Q: I gave several programs the same diamond crystal, in one fixed cell and with one functional, and asked each for the pressure. The answers run from below 1 GPa to above 10 GPa. Is my crystal under pressure or not?

PBE calculations of diamond in one fixed cell of 5.67 Å³ per atom, without spin polarisation, on a 13×13×13 k mesh with Fermi-Dirac smearing of 0.05 eV. The basis column gives the plane-wave cutoff, the LAPW basis error or the SIESTA orbital set. Pressure is positive in compression and, in the Ansatz plane-wave rows, leaves out the Pulay correction.

```tsv
program	potentials	basis	pressure (GPa)
Ansatz	Ansatz PAW small core	420 eV	0.740
Ansatz	SPMS NC	1034 eV	1.460
Ansatz LAPW	all electron LAPW, scalar relativistic	0.001 eV/atom basis error	1.750
Quantum ESPRESSO	PseudoDojo 0.4.1 SR PBE standard	1116 eV	1.850
Ansatz	PseudoDojo standard	1116 eV	1.950
Ansatz	SSSP efficiency PAW	612 eV	2.060
SIESTA	PseudoDojo 0.4 standard, converted to PSML	TZP	5.340
SIESTA	PseudoDojo 0.4 stringent NC	DZP	10.190
SIESTA	Ansatz NC	DZP	10.370
SIESTA	PseudoDojo 0.4 standard NC	DZ	?
SIESTA	PseudoDojo 0.4 standard, converted to PSML	SZ	?
SIESTA	PseudoDojo 0.4 standard NC	SZ	?
```

A: For PBE, slightly. The all-electron LAPW row has a very small basis error and gives 1.75 GPa, so PBE would prefer a cell a little larger than yours. Real diamond has almost exactly your volume with no load on it. The 1.75 GPa therefore reflects PBE, which tends to make solids slightly too large, and is no sign of a load. Most of what the SIESTA rows add to that figure comes from how the electrons' wave functions are built up, which is a setting of the calculation.

Q: How can the choice of basis push on a crystal?

A: Pressure is the slope of the energy with volume, $P=-\mathrm{d}E/\mathrm{d}V$. An incomplete basis always leaves the energy somewhat too high. If that error were the same at every volume, the pressure would not notice it. If the error grows as the crystal is squeezed, squeezing looks too costly and the pressure comes out too high; if the error shrinks, the pressure comes out too low.

The Ansatz PAW small core row shows the second case. Its pressure of 0.74 GPa is taken with a fixed set of plane waves. When the cell shrinks, the same waves get shorter and describe the electrons better, so the error falls on compression. The correction for this effect, known as the Pulay correction, is 1.04 GPa in that run and brings the row to 1.78 GPa, next to LAPW. The other three Ansatz plane-wave rows also rise when corrected, but they end 0.4 to 0.5 GPa above LAPW. The correction deals with the basis only, and these rows also differ from LAPW in their potentials.

Q: And SIESTA shows the first case?

A: Yes, and by a larger amount. Its two DZP rows average 10.28 GPa, which is 8.5 GPa above LAPW. They use different potentials and still agree to 0.2 GPa, so the potential is an unlikely culprit. The numbers show the excess; the reason for its sign is an argument from theory.

SIESTA builds the crystal from orbitals shaped for a single atom. In a solid, an electron is also attracted by the neighbouring nuclei, and the best orbital is usually more compact than in the free atom. The closer the atoms, the more compact it should be. A basis that can't follow this contraction has an energy error that grows on compression, and that appears as extra pressure. SIESTA's stress does account for orbitals moving with their atoms, but this does not supply the shapes that the basis lacks.

Q: What do the basis labels mean in that picture?

A: SZ has one radial shape for each valence s and p orbital, DZ has two and TZ has three. With two shapes, the program can mix them and so shrink or swell the orbital. The letter P adds five d functions, called polarisation functions, which let charge shift sideways into the bonds. Per carbon atom this makes 4 orbitals for SZ, 8 for DZ, 13 for DZP and 17 for TZP, which has the d functions as well.

Q: Then predict the three SIESTA rows whose pressure is shown as a question mark.

A: I take the simplest rule: each added orbital reduces the excess over LAPW by the same factor. From DZP to TZP, four orbitals are added and the excess falls from 8.53 to 3.59 GPa, a factor of 2.376. With $N$ orbitals per atom, the pressure in GPa is then

$$P(N)=1.75+8.53\times 2.376^{(13-N)/4}.$$

For DZ, $N=8$, and the formula gives $1.75+8.53\times 2.376^{5/4}\approx 27$ GPa. For SZ, $N=4$, and it gives about 62 GPa. The LAPW, DZP and TZP rows set the constants, so they can't test the rule.

Q: How far do you trust it?

A: Not very far, because it values a d function as highly as a second radial shape. For DZ I allow 15 to 43 GPa, roughly what a straight line and a power law in the orbital count would give. For SZ I allow 30 to 95 GPa, by judgement. I set that lower end above the straight line's 21 GPa because the first additions to a poor basis should help most.

I also expect SZ to lie above DZ, and DZ above DZP. The two SZ rows should agree within about 5 GPa, since both use the standard PseudoDojo set.

Q: Let us see them.

The withheld rows as computed:

```tsv
program	potentials	basis	pressure (GPa)
SIESTA	PseudoDojo 0.4 standard NC	DZ	11.900
SIESTA	PseudoDojo 0.4 standard, converted to PSML	SZ	23.360
SIESTA	PseudoDojo 0.4 standard NC	SZ	23.960
```

A: The order is right, and the two SZ rows differ by only 0.6 GPa. The sizes are wrong. DZ comes out at 11.9 GPa, which is 15 GPa below my forecast and outside its range. The SZ rows, at 23.4 and 24.0 GPa, lie about 38 GPa below theirs and are outside the range as well.

Q: Was the factor merely too steep?

A: A gentler factor would not have saved the rule. Going from SZ to DZ with the same potential adds four orbitals and removes 12 GPa. Going on to DZP adds five more and removes only 1.6 GPa. The next four, up to TZP, remove about 5 GPa again. No curve that steadily levels off with the number of orbitals can fall steeply, run almost flat and then fall faster again.

The steep steps are those that add a radial shape, and the flat one adds the d functions. What governs the pressure here is therefore the kind of freedom that the basis gains, and the orbital count hides it. This fits the mechanism, in which a second or third radial shape lets the orbital contract as the crystal is squeezed. The pressures alone don't show the contraction itself.

Q: Can you repair the estimate?

A: Suppose the d functions do nothing for the pressure and each radial shape reduces the excess by the same 2.376. DZ should then equal DZP, about 10 GPa. SZ should lie at $1.75+8.53\times 2.376\approx 22$ GPa. Both values are within about 2 GPa of the computed ones.

I chose this version after seeing the answers, so it describes these rows and has passed no test. The steps from DZ to DZP and from DZP to TZP also change the potential, and the SZ run with the standard NC potential cuts its orbitals off at a shorter range than the DZ run does. The agreement of the two DZP rows, and of the two SZ rows, suggests that these differences matter much less than the number of radial shapes. The printed output after this exchange lists the original forecasts and their misses.

Q: So the d functions are useless in diamond?

A: No, and the band gaps of the same runs show it. The gap is 5.73 eV with DZ, but 4.24 and 4.29 eV in the two DZP runs, close to the 4.20 eV that Quantum ESPRESSO finds with plane waves.

The pressure is a poor judge of what d functions are worth. It records how an energy gain changes with volume, and not how large the gain is. The d functions can lower the energy considerably and still leave the pressure almost alone, provided they lower it by nearly the same amount in a slightly smaller cell.

These runs don't show why the gain from d functions varies so little with volume.

Q: In my work, pressure means stress in a part. What would a DZP value do to me?

A: You would see 10 GPa and suspect a strongly compressed crystal, when most of that figure is basis error. Diamond's bulk modulus is roughly 430 GPa, a recalled value. Dividing the excess of 8.5 GPa by it gives 2%, so a cell relaxed in this basis would swell by about that much in volume beyond the LAPW result. Even TZP keeps an excess of 3.6 GPa, twice the LAPW pressure itself.

Before reading such a pressure as stress, compare it with a well-converged calculation of the same cell. If the two disagree, ask which freedom the smaller basis lacks and whether the crystal needs it more when squeezed. In these rows that question points to the radial shapes first.

Numerical output:

```
Ansatz PAW small core with Pulay correction, GPa: 1.78
Ansatz SPMS with Pulay correction, GPa: 2.269
Ansatz PseudoDojo with Pulay correction, GPa: 2.15
Ansatz SSSP with Pulay correction, GPa: 2.266
spread of the six plane-wave and LAPW rows as tabled, GPa: 1.32
the same spread with listed Pulay corrections added, GPa: 0.519
difference of the two DZP rows, GPa: 0.18
mean DZP pressure, GPa: 10.28
DZP excess over LAPW, GPa: 8.53
TZP excess over LAPW, GPa: 3.59
TZP less Quantum ESPRESSO with PseudoDojo standard, GPa: 3.49
DZP excess as volume error, percent, rough: 1.984
factor in excess from TZP to DZP, four orbitals fewer: 2.376
forecast DZ, constant factor per orbital, GPa (range 15 to 43): 26.91
forecast SZ, constant factor per orbital, GPa (range 30 to 95): 61.54
rival straight line, DZ, GPa: 16.45
rival straight line, SZ, GPa: 21.39
rival power law, DZ, GPa: 42.6
rival power law, SZ, GPa: 384
computed DZ, GPa: 11.9
computed SZ, converted to PSML, GPa: 23.36
computed SZ, standard NC, GPa: 23.96
miss DZ, forecast less computed, GPa: 15.01
miss SZ converted to PSML, forecast less computed, GPa: 38.18
miss SZ standard NC, forecast less computed, GPa: 37.58
difference of the two SZ rows, standard NC less converted, GPa: 0.6
fall from SZ standard NC to DZ, GPa: 12.06
fall from DZ to mean DZP, GPa: 1.62
```
